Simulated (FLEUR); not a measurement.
# Anisotropy of 4 ML Co on Ru(0001), 3 substrate layers with FLEUR, part 2 of 2

Wanted: anisotropy for 4 ML Co on Ru(0001), 3 substrate layers, with the cost of each step.

FLEUR MaX-R8.1; PBE; all-electron FLAPW film, Dirac cores, scalar-relativistic bands.

So far. Step 2 (Self-consistent state): After 127 cycles the largest moment stands at 1.89 μB.

**5. Spin–orbit coupling, moments along z**

Level of this step: PBE; all-electron FLAPW film, Dirac cores, scalar-relativistic bands with spin-orbit coupling (FLEUR).

Spin–orbit coupling ties the spins to the lattice and lets orbital moments form.

A new self-consistent run of the start ferro ++++, with the moments along z. The k list default-1 (kpts.xml, not shown) is a Γ-centred 27×27×1 mesh.

Input file inp.xml:

```
<?xml version="1.0" encoding="UTF-8" standalone="no"?>
<fleurInput fleurInputVersion="0.39">
   <comment>
      Co4Ru3
   </comment>
   <calculationSetup>
      <cutoffs Kmax="3.66" Gmax="11.0" GmaxXC="11.0" numbands="250"/>
      <scfLoop itmax="150" minDistance="0.00002" maxIterBroyd="15" imix="Anderson" alpha="0.03" precondParam="0.0" spinf="2.0" sdNocoIR="T"/>
      <coreElectrons ctail="T" frcor="F" kcrel="0" coretail_lmax="0"/>
      <xcFunctional name="pbe" relativisticCorrections="F"/>
      <magnetism jspins="2"/>
      <soc l_soc="T" theta="0.0" phi="0.0" spav="F"/>
      <expertModes spex="0" secvar="F"/>
      <geometryOptimization l_f="F" forcealpha="1.0" forcemix="BFGS" epsdisp="0.00001" epsforce="0.00001"/>
      <ldaU l_linMix="F" mixParam="0.05" spinf="1.0"/>
   </calculationSetup>
   <cell>
      <bzIntegration valenceElectrons="110.0" mode="hist" fermiSmearingEnergy="0.00183747">
         <kPointListSelection listName="default-1"/>
         <xi:include xmlns:xi="http://www.w3.org/2001/XInclude" href="kpts.xml"> </xi:include>
      </bzIntegration>
      <xi:include xmlns:xi="http://www.w3.org/2001/XInclude" href="sym.xml"> </xi:include>
      <filmLattice scale="1.0" dVac="28.66" dTilda="31.16">
         <bravaisMatrixFilm>
            <row-1>    5.1132214524806576    -0.0000001170874307</row-1>
            <row-2>   -2.5566106248470737     4.4281797315674236</row-2>
         </bravaisMatrixFilm>
         <vacuumEnergyParameters vacuum="1" spinUp="-.25" spinDown="-.25"/>
         <vacuumEnergyParameters vacuum="2" spinUp="-.25" spinDown="-.25"/>
      </filmLattice>
   </cell>
   <atomSpecies>
      <species name="Ruthenium (Ru)" element="Ru" atomicNumber="44">
         <mtSphere radius="2.4" gridPoints="793" logIncrement="0.016"/>
         <atomicCutoffs lmax="10" lnonsphr="8"/>
         <electronConfig flipSpins="F">
            <coreConfig>(1s1/2) (2s1/2) (2p1/2) (2p3/2) (3s1/2) (3p1/2) (3p3/2) (4s1/2) (3d3/2) (3d5/2)</coreConfig>
            <valenceConfig>(4p1/2) (4p3/2) (5s1/2) (4d3/2) (4d5/2)</valenceConfig>
            <stateOccupation state="(5s1/2)" spinUp="0.500000" spinDown="0.500000"/>
            <stateOccupation state="(4d3/2)" spinUp="1.400000" spinDown="1.400000"/>
            <stateOccupation state="(4d5/2)" spinUp="2.100000" spinDown="2.100000"/>
         </electronConfig>
         <energyParameters s="5" p="5" d="4" f="4"/>
         <lo type="SCLO" l="1" n="4" eDeriv="0"/>
      </species>
      <species name="Cobalt (Co2.000" element="Co" atomicNumber="27">
         <mtSphere radius="2.24" gridPoints="741" logIncrement="0.016"/>
         <atomicCutoffs lmax="8" lnonsphr="6"/>
         <electronConfig flipSpins="F">
            <coreConfig>(1s1/2) (2s1/2) (2p1/2) (2p3/2)</coreConfig>
            <valenceConfig>(3s1/2) (3p1/2) (3p3/2) (4s1/2) (3d3/2) (3d5/2)</valenceConfig>
            <stateOccupation state="(3d3/2)" spinUp="1.5" spinDown="1.3"/>
            <stateOccupation state="(3d5/2)" spinUp="3.0" spinDown="1.2"/>
         </electronConfig>
         <energyParameters s="4" p="4" d="3" f="4"/>
         <lo type="SCLO" l="0" n="3" eDeriv="0"/>
         <lo type="SCLO" l="1" n="3" eDeriv="0"/>
      </species>
   </atomSpecies>
   <atomGroups>
      <atomGroup species="Ruthenium (Ru)">
         <filmPos label="                   1">.0000000000 .0000000000 -11.5276558322</filmPos>
         <force calculate="T" relaxXYZ="TTT"/>
      </atomGroup>
      <atomGroup species="Ruthenium (Ru)">
         <filmPos label="                   2">-1.000/3.000 1.000/3.000 -7.4821233773</filmPos>
         <force calculate="T" relaxXYZ="TTT"/>
      </atomGroup>
      <atomGroup species="Ruthenium (Ru)">
         <filmPos label="                   3">.0000000000 .0000000000 -3.4365909225</filmPos>
         <force calculate="T" relaxXYZ="TTT"/>
      </atomGroup>
      <atomGroup species="Cobalt (Co2.000">
         <filmPos label="                   4">-1.000/3.000 1.000/3.000 .4625361244</filmPos>
         <force calculate="T" relaxXYZ="TTT"/>
      </atomGroup>
      <atomGroup species="Cobalt (Co2.000">
         <filmPos label="                   5">.0000000000 .0000000000 4.1508928565</filmPos>
         <force calculate="T" relaxXYZ="TTT"/>
      </atomGroup>
      <atomGroup species="Cobalt (Co2.000">
         <filmPos label="                   6">-1.000/3.000 1.000/3.000 7.8392495886</filmPos>
         <force calculate="T" relaxXYZ="TTT"/>
      </atomGroup>
      <atomGroup species="Cobalt (Co2.000">
         <filmPos label="                   7">.0000000000 .0000000000 11.5276558322</filmPos>
         <force calculate="T" relaxXYZ="TTT"/>
      </atomGroup>
   </atomGroups>
   <output dos="F" band="F" slice="F">
      <bandDOS minEnergy="-.5*Htr" maxEnergy="0.5*Htr" sigma="0.015" storeEVData="T"/>
      <plotting iplot="0" polar="F">
         <plot TwoD="T" vec1="  1.0  0.0  0.0" vec2="  0.0  1.0  0.0" vec3="  0.0  0.0  1.0" zero="  0.0  0.0 -0.5" file="plot"/>
      </plotting>
      <moessbauerParams electricFieldGradient="F" isomerShift="F" coreHyperfine="F" valenceHyperfine="F"/>
   </output>
</fleurInput>
```

Input file crystal.txt:

```
Co4Ru3
&input film=T cartesian=F /
2.70580026699  -0.00000006196  0.00000000000
-1.35290007984  2.34329179976  0.00000000000
0.00000000000  0.00000000000  1.00000000000
1.8897261246
1.0 1.0 1.0

7
44 0.00000000000  0.00000000000  -11.52765583217
44 0.66666666667  0.33333333333  -7.48212337735
44 0.00000000000  0.00000000000  -3.43659092253
27 0.66666666667  0.33333333333  0.46253612445 : 2.000
27 0.00000000000  0.00000000000  4.15089285654 : 2.000
27 0.66666666667  0.33333333333  7.83924958862 : 2.000
27 0.00000000000  0.00000000000  11.52765583217 : 2.000

&soc 0.0000000 0.0000000 /
&kpt div1=27 div2=27 div3=1 gamma=T /
```

Run with:

```bash
> OMP_NUM_THREADS=1 inpgen -f crystal.txt > inpgen.log  # inp.xml is then edited as shown
> OMP_NUM_THREADS=1 mpirun -n 4 fleur_MPI > fleur.log
```

Output:

```text
[banner, memory and clock lines left out]
Welcome to FLEUR        (www.flapw.de)
      MaX-Release 8.1          (www.max-centre.eu)

 ========== k-point set info ==========
 Selected k-point list: default-1
 k-point list type: mesh
 0 x 0 x 0
 Number of k points: 248

 [... set-up left out ...]
 Iteration:     1   Distance:      46.11944433 me/bohr^3
 Iteration:     2   Distance:     104.53208043 me/bohr^3
 Iteration:     3   Distance:      85.15615182 me/bohr^3
 Iteration:     4   Distance:      45.63625265 me/bohr^3
 Iteration:     5   Distance:      73.55853420 me/bohr^3
 Iteration:     6   Distance:      83.18201692 me/bohr^3
 Iteration:     7   Distance:      69.38863047 me/bohr^3
 Iteration:     8   Distance:      65.78116136 me/bohr^3
[... lines left out ...]
[... 15 iterations left out ...]
[... lines left out ...]
 Iteration:    30   Distance:     147.09435654 me/bohr^3
 Iteration:    31   Distance:      59.37245855 me/bohr^3
 Iteration:    32   Distance:      60.24068606 me/bohr^3
 Iteration:    33   Distance:      57.72871487 me/bohr^3
 Iteration:    34   Distance:      65.14114022 me/bohr^3
 Iteration:    35   Distance:      63.67099567 me/bohr^3

--- out.xml (last complete iteration) ---
<iteration numberForCurrentRun="   35" overallNumber="   35">
         [... left out ...]
         <bandgap value="0.0000000002" units="eV"/>
         <sumValenceSingleParticleEnergies value="-123.6786331822" units="Htr"/>
         <FermiEnergy value="-0.0647104943" units="Htr"/>
         [... left out ...]
         <magneticMomentsInMTSpheres units="muBohr">
            <globalMagMoment atomType="1" vec="0.00000   0.00000   0.01925"/>
            <globalMagMoment atomType="2" vec="0.00000   0.00000   0.01118"/>
            <globalMagMoment atomType="3" vec="0.00000   0.00000   0.08624"/>
            <globalMagMoment atomType="4" vec="0.00000   0.00000   0.37111"/>
            <globalMagMoment atomType="5" vec="0.00000   0.00000   0.36622"/>
            <globalMagMoment atomType="6" vec="0.00000   0.00000   0.13141"/>
            <globalMagMoment atomType="7" vec="0.00000   0.00000   0.13324"/>
         </magneticMomentsInMTSpheres>
         <orbitalMomentsInMTSpheres units="muBohr">
            <globalMagMoment atomType="1" vec="0.00000   0.00000   0.00009"/>
            <globalMagMoment atomType="2" vec="0.00000   0.00000  -0.00962"/>
            <globalMagMoment atomType="3" vec="0.00000   0.00000  -0.00176"/>
            <globalMagMoment atomType="4" vec="0.00000   0.00000   0.01651"/>
            <globalMagMoment atomType="5" vec="0.00000   0.00000   0.01936"/>
            <globalMagMoment atomType="6" vec="0.00000   0.00000   0.00412"/>
            <globalMagMoment atomType="7" vec="0.00000   0.00000   0.00355"/>
         </orbitalMomentsInMTSpheres>
         [... left out ...]
         <totalEnergy value="   -19170.4720955785" units="Htr">
            <sumOfEigenvalues value="   -11415.9300132936">
               <coreElectrons value="-11292.2513801114"/>
               <valenceElectrons value="-123.6786331822"/>
            </sumOfEigenvalues>
         [... left out ...]
            <freeEnergy value="-19170.4738942550"/>
            <extrapolationTo0K value="-19170.4729949167"/>
         </totalEnergy>
         <densityConvergence units="me/bohr^3">
            <chargeDensity spin="1" distance="21.1716036667"/>
            <chargeDensity spin="2" distance="46.4241291812"/>
            <overallChargeDensity distance="63.6709956743"/>
            <spinDensity distance="33.9540491540"/>
         </densityConvergence>
      </iteration>
```

Wall time 1.7 h (4 MPI ranks of Arm Neoverse V2, shared host); peak memory 3.2 GiB.

The run was cut off at its time limit.

After 35 cycles the density distance stands at 64 me/bohr³, far over its least value of 9.1: the cycles have run away.

**6. Summary of results**

```yaml
reference_state: ferromagnetic, with opposed induced moments
largest_sphere_moment: 1.89 μB
easy_direction_of_those_tried: z
energy_along_x_less_z_force_theorem: 0.718 meV a primitive cell
```

**Reading.** By the force theorem the moments prefer z; shape anisotropy is not in it, and in a film it favours the plane. The difference for the second direction goes from 0.64 meV (mesh 17×17×1, 222 states, 31 min of CPU time) to 0.72 meV (mesh 27×27×1, 222 states, 76 min). The self-consistent run with spin–orbit coupling gave no result. The state was typed, and no other order was converged beside it, so it need not be the ground state. A substrate of 3 unrelaxed layers is a model; thickness and relaxation can move these numbers.

[Logs and program files are shortened in this print: banners, set-up blocks, solver, clock and traceback lines can be left out without a mark of their own.]

[Logs are printed without paths, hosts, clocks, repeated set-up lines and the standing remarks that a program may print on its own settings, such as how far it seeks lower states.]

[Hosts, paths, dates, database ids (printed as entryN), source tags and the programs' standing remarks are cut or masked in the printed files.]

[Where a cell is said to come from a database of computed structures, the database is the Materials Project.]
